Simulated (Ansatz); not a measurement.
Here is an Ansatz 0.2.0 calculation.

Contents of input.yaml:

```yaml
crystal:
  lattice:
    - [3.15419047, 0.0, 0.0]
    - [-0.2173210954, 3.1466949427, 0.0]
    - [-0.2173210954, -0.2328476703, 3.1380680402]
  atoms:
    - { symbol: Te, position: [0.5, 0.5, 0.5] }
kpoints:
  mp_grid: { grid: [9, 9, 9] }
scf:
  occupations: { method: gaussian, width: 0.02 }
hamiltonian:
  xc: pbe
  pseudopotentials: { kind: all_electron, lapw: { basis_error: 0.001 } }
output:
  forces: true
  stress: true
  eigenvalues: true
```

Potentials or basis: all-electron LAPW, scalar-relativistic.

Command:

```bash
$ ansatz run input.yaml --threads 1 --pin off --max-ram 3072MiB --backend cpu --events-out ev --progress --plain --runs-dir out
```

**Question.** Estimate the band gap on the k mesh.

**Answer.** None (metal or under the smearing width).

**Question.** What does it give for the pressure?

**Answer.** 2.7 GPa.

Stress tensor (GPa, compression positive):
```
 2.68 -0.07 -0.07
-0.07  2.67 -0.08
-0.07 -0.08  2.66
```

The run has no spin-orbit coupling, so splittings on Te are missing.
